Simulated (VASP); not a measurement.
Input of a VASP 6.6.1 run:

INCAR

```
PREC = Accurate ; ENCUT = 700
EDIFF = 1E-7 ; ISMEAR = 0
SIGMA = 0.1 ; LREAL = False
LASPH = True ; NELM = 100
ALGO = Normal ; ISIF = 3
LWAVE = False ; LCHARG = False
GGA = PE ; IBRION = 2
NSW = 80 ; EDIFFG = -0.002
```

Contents of KPOINTS:

```
Automatic mesh
0
Gamma
  18 18 18
```

POSCAR

```
Al                                      
1.0
    0.0000000000      2.0203408486      2.0203408486
    2.0203408486      0.0000000000      2.0203408486
    2.0203408486      2.0203408486     -0.0000000000
  Al            
     1
Direct
     0.0000000000000000    0.0000000000000000    0.0000000000000000
```

Potentials or basis: VASP PAW PBE potentials, release 64 (Al).

Run with:

```bash
$ cat potpaw_PBE.64/Al/POTCAR > POTCAR
$ mpirun -np 1 vasp_std > vasp.out
```

What does it give for the band gap on the k mesh?

None (metal or under the smearing width).

Final structure:
```
Al
1.0
     0.00000    2.02034    2.02034
     2.02034    0.00000    2.02034
     2.02034    2.02034    0.00000
Al
1
Direct
  0.00000 0.00000 0.00000
```

Caveat: the relaxation stopped at its first step, so nothing moved.
